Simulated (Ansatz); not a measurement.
Wires are cut from relaxed bulk CdTe (F-43m, 36.22 Å³/atom, gap on the mesh 0.59 eV); atoms and period are relaxed, and energies count from that bulk. Caps count from half an H2 molecule.

Level of theory: DFT PBE, scalar-relativistic, plane waves, PAW in Ansatz 0.2.0.

Cutoff 420 eV, Gaussian smearing of 0.05 eV, energies at zero smearing, symmetry of each start kept, no spin polarisation.

```
                                         start atoms k mesh excess energy (eV per host atom) line energy (eV/Å) period (Å) gap on the mesh (eV)
[110] wire, 6 host atoms a period with H caps*     14   1×1×7                             1.069               1.084       5.912                  2.35
[110] wire, 10 host atoms a period with H caps     20   1×1×7                             0.727               1.511       4.815                  0.63
```

* ends far from its start.

Spin-orbit coupling is left out, which matters for the bands of heavy elements. The gap is read on a mesh, which can miss the band edges, so it can be too wide.

Each run keeps its start's symmetry and one magnetic start, so lower states can exist.

Cost: 2 runs of about 89 core-minutes in all, on Intel Xeon Processor @ 2.70GHz (shared hosts).